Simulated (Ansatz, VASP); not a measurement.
# Zr: VASP beside Ansatz

```
CELL_PARAMETERS angstrom
0.00000 2.22936 2.22936
2.22936 0.00000 2.22936
2.22936 2.22936 0.00000
ATOMIC_POSITIONS crystal
Zr 0.00000 0.00000 0.00000
```

Alike in both runs: functional PBEsol; k mesh 8 × 8 × 8; occupations gaussian, width 0.1 eV; no spin polarisation.

Ansatz relaxed the structure, and its values are those at the end. VASP's run is a single point on that final structure, the one shown.

```csv
,VASP,Ansatz
version,VASP 6.6.1,Ansatz 0.2.0
potentials or method,"VASP PAW PBE potentials, release 64 (Zr_sv)","scalar-relativistic, plane waves, PAW"
plane-wave cutoff (eV),520,420
valence electrons in the cell,12,12
```

Ansatz gave:

- gap on the k mesh at the Fermi level (eV): none
- pressure (GPa): 0.0

Task: Estimate VASP's values.

Result: gap on the k mesh at the Fermi level (eV): none; pressure (GPa): 0.1.

A gap of «none» marks a metal or a gap that the smearing closes.

Caveats: the PAW data sets were made with another functional, which shifts forces and pressure a little (VASP).
